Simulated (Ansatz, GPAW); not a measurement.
# Ballistic transport through CN in line between two Al chains, from relaxation to T(E), part 4 of 4

Wanted: T(E) of CN in line between two Al chains at a relaxed geometry in two programs, beside the unrelaxed structure.

GPAW 26.7.0 and Ansatz 0.2.0; Ansatz plane waves; relaxation of the junction with the lead ends held; PAW set soft_1 (the session's first sound run).

So far, open channels of the lead at the Fermi level (one spin): 2 in steps 3, 4, 5 and 7.

### 9. The ladder

Times are wall times on the hardware named with each run. The series side by side:

```
no.      run  conductance (G₀)     time  memory (GiB)
  1   pw PBE            0.7376     44 s           2.2
  2      dzp            0.7650  2.1 min           1.7
  3      szp            0.8022  2.2 min           1.7
  4       sz            0.8112     71 s           1.5
  5  dzp LDA            0.8317  1.8 min           1.7
  6  asbuilt             1.975  2.2 min           1.7
```

### 10. Comparison

The curves are compared point by point over the common energies.

This step: comparison of transmission and cost over codes, levels and geometry; PAW set soft_1 (GPAW 26.7.0).

Ladder, by row:

```
   step    code  T at the Fermi level (sum over the listed spins)  conductance (G0)  r.m.s. T(E) from the first  wall time (s)  peak memory (GiB)  threads
 pw-pbe  Ansatz                                            0.7393            0.7376                           0          44.35              2.222        4
    dzp    GPAW                                            0.7686             0.765                     0.05759          124.5               1.73        1
    szp    GPAW                                            0.8067            0.8022                      0.1514          131.2               1.69        1
     sz    GPAW                                            0.8148            0.8112                      0.1583          71.46               1.53        1
dzp-LDA    GPAW                                            0.8375            0.8317                      0.1003          107.5               1.73        1
asbuilt    GPAW                                             1.975             1.975                       0.612          131.6               1.73        1
```

The transmission, zone mean, sum over the listed spins by energy, zero at the Fermi level:

```
energy (eV)   pw-pbe      dzp      szp       sz  dzp-LDA  asbuilt
     -2.000    0.121    0.128   0.0893   0.0854    0.135  0.00865
     -1.800   0.0649   0.0672   0.0411   0.0161   0.0734  0.00636
     -1.600   0.0234   0.0234   0.0127  8.1e-11   0.0259  0.00393
     -1.400  0.00531  0.00455   9.3e-4  4.3e-12  0.00517  0.00134
     -1.200        0  8.5e-11  2.0e-11  1.5e-12  1.1e-10  1.3e-11
     -1.000        0  1.0e-11  7.5e-12  2.4e-12  1.2e-11  2.3e-12
     -0.800        0  4.4e-11  1.0e-10  3.3e-10  4.6e-11  1.9e-12
     -0.600        0  9.0e-11  2.0e-11  4.7e-12  1.8e-10  1.8e-12
     -0.400        0   2.5e-9  5.0e-11   2.1e-8   2.4e-9    0.308
     -0.200    0.184    0.191    0.177    0.210    0.202     1.98
      0.000    0.739    0.769    0.807    0.815    0.838     1.98
      0.200     1.26     1.28     1.36     1.36     1.36     1.95
      0.400     1.54     1.55     1.62     1.64     1.60     1.90
      0.600     1.68     1.68     1.76     1.78     1.73     1.85
      0.775     1.75     1.77     1.87     1.88     1.83     1.81
      0.800     1.76     1.77     1.86     1.88     1.83     1.81
      0.850     1.75     1.78     1.85     1.87     1.85     1.80
      1.000     1.65     1.71     1.79     1.83     1.76     1.94
      1.200     1.52     1.60     1.72     1.76     1.67     1.85
      1.400     1.45     1.54     1.71     1.71     1.62     1.79
      1.600     1.40     1.53     1.72     1.70     1.60     1.74
      1.800     1.34     1.48     1.69     1.68     1.55     1.71
      2.000     1.20     1.35     1.56     1.59     1.40     1.68
```

### 11. Mixing 0.25

Mixing changes the road to self-consistency, not its end. The mixing history changes the road to self-consistency, not its end.

This step: GPAW LCAO, PAW setups; Landauer transmission from Green's functions with principal layers (ASE), zero bias (GPAW 26.7.0).

The input, run.py:

```python
import json
import numpy as np
from ase import Atoms
from ase.transport.calculators import TransportCalculator
from gpaw import GPAW, FermiDirac
from gpaw.lcao.tools import get_lcao_hamiltonian
from scipy.linalg import eigh

# The junction with lead layers at both ends, along the third cell vector
device = Atoms(
    ['Al', 'Al', 'Al', 'Al', 'Al', 'Al', 'Al', 'C', 'N', 'Al', 'Al', 'Al', 'Al', 'Al', 'Al', 'Al'],
    positions=[
        [4.50000, 4.50000, 1.20000],
        [4.50000, 4.50000, 3.60000],
        [4.50000, 4.50000, 6.00000],
        [4.50000, 4.50000, 8.40000],
        [4.50000, 4.50000, 10.80000],
        [3.95804, 4.03429, 13.30153],
        [5.14793, 4.81266, 15.48638],
        [4.49827, 4.42045, 17.37440],
        [4.45038, 4.41384, 18.56651],
        [4.11573, 4.95319, 20.37944],
        [4.85238, 3.65329, 22.61047],
        [4.50000, 4.50000, 25.06670],
        [4.50000, 4.50000, 27.46670],
        [4.50000, 4.50000, 29.86670],
        [4.50000, 4.50000, 32.26670],
        [4.50000, 4.50000, 34.66670]],
    cell=[[9.0, 0.0, 0.0], [0.0, 9.0, 0.0], [0.0, 0.0, 35.8667]],
    pbc=True)

# One principal layer of the lead: the first 4 atoms of the device
lead = Atoms(
    ['Al', 'Al', 'Al', 'Al'],
    positions=[
        [4.50000, 4.50000, 1.20000],
        [4.50000, 4.50000, 3.60000],
        [4.50000, 4.50000, 6.00000],
        [4.50000, 4.50000, 8.40000]],
    cell=[[9.0, 0.0, 0.0], [0.0, 9.0, 0.0], [0.0, 0.0, 9.6]],
    pbc=True)

settings = dict(mode='lcao', basis='dzp', xc='PBE', h=0.18,
                occupations=FermiDirac(0.1), maxiter=250,
                mixer=dict(beta=0.25, nmaxold=5, weight=100.0),
                convergence=dict(density=0.0001))
energies = np.arange(-2, 2 + 1e-9, 0.025)
eta = 0.0001
n1, n2 = 1, 1
# k and -k transmit alike, so half of the mesh across the current serves
mesh = [(i, j) for i in range(n1) for j in range(n2) if (i, j) <= (-i % n1, -j % n2)]
weights = np.array([1 if (i, j) == (-i % n1, -j % n2) else 2 for i, j in mesh]) / (n1 * n2)

# [... helper functions left out ...]
fermi_lead = ground_state(lead, (1, 1, 12), 'lead.txt')
fermi_device = ground_state(device, (1, 1, 2), 'device.txt')
# [... loop over the mesh left out, but for ...]
        # Shift the lead onto the potential of the device's first layer
        shift = ((H[:, 0, 0] - H0[:, 0, 0]) / S0[0, 0]).real.mean()
# [...]
kT = 8.617333e-5 * 300
bias = [0.1, 0.2, 0.5, 1.0, 1.5, 2.0]
# [... integrals and printing left out ...]
```

Run with:

```console
$ OMP_NUM_THREADS=1 OPENBLAS_NUM_THREADS=1 python run.py
```

Numbers of over 12 decimals in the logs are rounded to 6 here.

The log of the run:

```text
basis functions: device 208, principal layer 52
Fermi level: lead -3.1259 eV, device -3.0048 eV; lead shifted by 0.0120 eV
largest coupling past the next layer 1.13e-15 eV, largest misfit of the first layer 0.039 eV
  E-E_F (eV)   T (one spin)  channels
    -2.000    1.2798e-01    1.0000
    -1.975    1.2088e-01    1.0000
    -1.950    1.1343e-01    1.0000
    -1.925    1.0573e-01    1.0000
    -1.900    9.7893e-02    1.0000
    -1.875    9.0037e-02    1.0000
    -1.850    8.2264e-02    1.0000
    -1.825    7.4671e-02    1.0000
    -1.800    6.7341e-02    1.0000
    -1.775    6.0343e-02    1.0000
    -1.750    5.3733e-02    1.0000
    -1.725    4.7550e-02    1.0000
    -1.700    4.1818e-02    1.0000
    -1.675    3.6549e-02    1.0000
    -1.650    3.1743e-02    1.0000
    -1.625    2.7391e-02    1.0000
[...]
1.825    1.4660e+00    3.0000
     1.850    1.4533e+00    3.0000
     1.875    1.4393e+00    3.0000
     1.900    1.4238e+00    3.0000
     1.925    1.4071e+00    3.0000
     1.950    1.3890e+00    3.0000
     1.975    1.3698e+00    3.0000
     2.000    1.3495e+00    3.0000
conductance at 300 K: 0.76417 G0 a cell; thermopower -28.16 uV/K
current from the zero-bias T(E) at 0.1 V: 5.913 uA
current from the zero-bias T(E) at 0.2 V: 11.783 uA
current from the zero-bias T(E) at 0.5 V: 29.065 uA
current from the zero-bias T(E) at 1.0 V: 58.862 uA
current from the zero-bias T(E) at 1.5 V: 91.59 uA
current from the zero-bias T(E) at 2.0 V: 125.61 uA
```

It took 2.6 min on 1 thread of Arm Neoverse V1, shared host; peak memory 1.6 GiB.

This step gave:

- conductance: 0.7642 G₀
- thermopower: -28.16 μV/K
- largest coupling past the next principal layer: 1.13e-15 eV
- largest misfit of the first principal layer: 0.03895 eV
- shift that aligns the lead: 0.01199 eV
- transmission at the Fermi level (one spin): 0.7678

One spin. Transmission, zone mean against energy, zero at the Fermi level:

```
energy (eV)  transmission, zone mean
     -2.000                    0.128
     -1.900                   0.0979
     -1.800                   0.0673
     -1.700                   0.0418
     -1.600                   0.0235
     -1.500                   0.0116
     -1.400                  0.00455
     -1.300                   4.3e-4
     -1.200                  8.4e-11
     -1.100                  1.8e-11
     -1.000                  1.0e-11
     -0.900                  1.2e-11
     -0.800                  4.4e-11
     -0.700                   9.4e-8
     -0.600                  9.1e-11
     -0.500                  6.6e-12
     -0.400                   2.7e-9
     -0.300                   0.0496
     -0.200                    0.190
     -0.100                    0.461
      0.000                    0.768
      0.100                     1.05
      0.200                     1.28
      0.300                     1.45
      0.400                     1.54
      0.500                     1.61
      0.600                     1.68
      0.700                     1.74
      0.800                     1.77
      0.850                     1.78
      0.900                     1.77
      1.000                     1.71
      1.100                     1.65
      1.200                     1.60
      1.300                     1.56
      1.400                     1.54
      1.500                     1.53
      1.600                     1.53
      1.700                     1.51
      1.800                     1.48
      1.900                     1.42
      2.000                     1.35
```

Crossings of the lead's bands, unfolded to its shortest repeat. Open channels, zone mean against energy, zero at the Fermi level:

energy (eV), open channels, zone mean and a bar:
```
   -2.000       1.00 ##########
   -1.900       1.00 ##########
   -1.800       1.00 ##########
   -1.700       1.00 ##########
   -1.600       1.00 ##########
   -1.500       1.00 ##########
   -1.400       1.00 ##########
   -1.300       1.00 ##########
   -1.200       0.00 
   -1.100       0.00 
   -1.000       0.00 
   -0.900       0.00 
   -0.800       0.00 
   -0.700       0.00 
   -0.600       0.00 
   -0.500       0.00 
   -0.400       0.00 
   -0.300       2.00 ####################
   -0.200       2.00 ####################
   -0.100       2.00 ####################
    0.000       2.00 ####################
    0.100       2.00 ####################
    0.200       2.00 ####################
    0.300       2.00 ####################
    0.400       2.00 ####################
    0.500       2.00 ####################
    0.600       2.00 ####################
    0.700       2.00 ####################
    0.800       2.00 ####################
    0.900       2.00 ####################
    1.000       3.00 ##############################
    1.100       3.00 ##############################
    1.200       3.00 ##############################
    1.300       3.00 ##############################
    1.400       3.00 ##############################
    1.500       3.00 ##############################
    1.600       3.00 ##############################
    1.700       3.00 ##############################
    1.800       3.00 ##############################
    1.900       3.00 ##############################
    2.000       3.00 ##############################
```

Not self-consistent under bias; the bias window is split evenly. Table of current through one cell, from the zero-bias transmission by bias:

```
bias (V)  current through one cell, from the zero-bias transmission (μA)
   0.100                                                            5.91
   0.200                                                            11.8
   0.500                                                            29.1
   1.000                                                            58.9
   1.500                                                            91.6
   2.000                                                             126
```

Transmission of the three most open eigenchannels against energy, zero at the Fermi level:

```
energy (eV)  channel 1  channel 2  channel 3
     -2.000      0.128          0          0
     -1.800     0.0673          0          0
     -1.600     0.0235          0          0
     -1.400    0.00455          0          0
     -1.200    8.4e-11          0          0
     -1.000    1.0e-11          0          0
     -0.800    4.4e-11          0          0
     -0.600    9.1e-11          0          0
     -0.400     1.6e-9     1.1e-9          0
     -0.200      0.117     0.0735          0
      0.000      0.476      0.292          0
      0.200      0.725      0.558          0
      0.400      0.780      0.765          0
      0.600      0.884      0.794          0
      0.800      0.917      0.854    5.3e-12
      1.000      0.898      0.809     6.5e-4
      1.200      0.855      0.738    0.00375
      1.400      0.812      0.722    0.00944
      1.600      0.762      0.746     0.0170
      1.800      0.802      0.653     0.0222
      2.000      0.787      0.541     0.0218
```

The conductance equals that of the dzp run to 0.2 %.

### 12. Summary of results

```
conductance                                        : 0.765 G₀
transmission at the Fermi level, mean of the spins : 0.769
thermopower                                        : -28.1 μV/K
open channels of the lead there                    : 2
```

In words: In the dzp basis the junction conducts 0.765 G₀ at 300 K, with T = 0.769 a spin at the Fermi level; the sz basis reaches that conductance within 10 %. Relaxation moved atoms by up to 0.92 Å and took the conductance from 1.97 to 0.765 G₀, as a ratio a larger change than the step from dzp to the minimal basis. Plane waves (PBE) give T = 0.739 there. The scatterer reflects about 62 % of the incoming channels at the Fermi level. At the Fermi level two eigenchannels carry the current (0.48 and 0.29). The negative thermopower says that the thermally weighted transmission is larger above the Fermi level, as for electron-like transport. Measured against the first run (pw-pbe), the nearest curve is that of dzp (r.m.s. 0.058) and the farthest that of asbuilt (0.61). Over the compared runs wall time goes from 44 s (pw-pbe) to 132 s (asbuilt), on a shared host; the plane-wave run used 4 threads and the orbital runs 1. The leads kept an estimated spacing and the cell its length, so the junction may be under some tension or compression. The run had no spin polarisation, so a magnetic state, which chains and small molecules with open shells often have, wasn't tested. An evenly spaced straight chain is an idealisation: free chains tend to dimerise, zigzag or, where a band edge lies near the Fermi level, turn magnetic. The currents use the zero-bias T(E) throughout, which holds only while the bias is small against the distance to the nearest feature.

[Logs are printed without paths, hosts, clocks, repeated set-up lines and the standing remarks that a program may print on its own settings, such as how far it seeks lower states.]

[Hosts, paths, dates, database ids (printed as entryN), source tags and the programs' standing remarks are cut or masked in the printed files.]
